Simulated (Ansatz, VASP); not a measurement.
Two plane-wave programs on LiH

```
CELL_PARAMETERS angstrom
0.00000 2.03675 2.03675
2.03675 0.00000 2.03675
2.03675 2.03675 0.00000
ATOMIC_POSITIONS crystal
Li 0.00000 0.00000 0.00000
H 0.50000 0.50000 0.50000
```

Alike in both runs: functional r2SCAN; k mesh 6 × 6 × 6; occupations fermi-dirac, width 0.05 eV; no spin polarisation.

|  | VASP | Ansatz |
| --- | --- | --- |
| version | VASP 6.6.1 | Ansatz 0.2.0 |
| potentials or method | VASP PAW PBE potentials, release 64 (Li_sv, H) | Ansatz PAW |
| plane-wave cutoff (eV) | 520 | 500 |
| valence electrons in the cell | 4 | 4 |
| task | single point | projected density of states |

Ansatz gave:

| Property | Result |
| --- | --- |
| gap on the k mesh at the Fermi level (eV) | 3.66 |
| least direct gap on the mesh (eV) | 3.66 |

**Question.** Estimate VASP's values.

**Answer.** gap on the k mesh at the Fermi level (eV): 3.61; least direct gap on the mesh (eV): 3.61.

The functional is the same, so the differences come from potentials, cutoffs and numerics.

Caveats: the k mesh is coarse (spacing up to 0.45 Å⁻¹), so the values aren't converged; the density of states is complete only up to the lowest level of the last band computed (Ansatz). r2SCAN opens gaps a little over a GGA but as a rule still falls short of measured ones. A k mesh can miss the band edges.
